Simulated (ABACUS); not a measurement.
Runs of ABACUS 3.10.1 on BAs. It takes space group F-43m (No. 216, cubic). The conventional cell has a = 4.777 Å, b = 4.777 Å, c = 4.777 Å, α = 90.00°, β = 90.00°, γ = 90.00°. As (site symmetry -43m) is surrounded by 4 B at 2.07 Å. B (site symmetry -43m) is surrounded by 4 As at 2.07 Å. 

```tsv
task	level	potentials or basis	cell	k mesh	cutoff (eV)	optimiser	force threshold	max steps	cell moves	SCF threshold on the density	mesh quality	gap on the mesh (eV)	pressure (GPa)	relaxed volume (Å³/atom)
relaxation of cell and atoms	BP86	GBRV ultrasoft 1.5 PBE, plane waves	relaxed	8 × 8 × 8	544	ASE LBFGS	0.03 eV/Å	60	yes	1e-08	not flagged	1.28	0.1	14.07
single point	BP86	GBRV ultrasoft 1.5 PBE, plane waves	as given	8 × 8 × 8	544	-	-	-	-	1e-08	not flagged	1.25	(a)	-
relaxation of cell and atoms	PBE	Ansatz NC PBE, DZP LCAO (the cutoffs set its grid)	relaxed	9 × 9 × 9	1361	ASE FIRE	0.03 eV/Å	60	yes	1e-07	not flagged	1.33	0.0	(b)
single point	PBE	Ansatz NC PBE, DZP LCAO (the cutoffs set its grid)	as given	9 × 9 × 9	1361	-	-	-	-	1e-07	not flagged	(c)	5.6	-
single point	r2SCAN	SG15 ONCV 1.2 PBE, plane waves	as given	6 × 6 × 6	1320	-	-	-	-	1e-08	not flagged	1.38	2.0	-
```

Alike in all rows: no spin polarisation; smearing fermi-dirac 0.05 eV.

Q: Fill in the values left out.

A: (a) 4.6; (b) 14.19; (c) 1.29.

Caveats: the potentials were made for another functional, which shifts forces and pressure (some runs); the atomic orbitals were generated for these runs and aren't a published set (some runs); an odd mesh through Γ misses points on the zone boundary, where band edges often lie (some runs); the basis of atomic orbitals isn't converged, which shifts pressures, moduli and gaps (some runs).

A k mesh can miss the band edges, and the runs leave out spin-orbit coupling on As.

The runs don't all hold the same shells in valence.
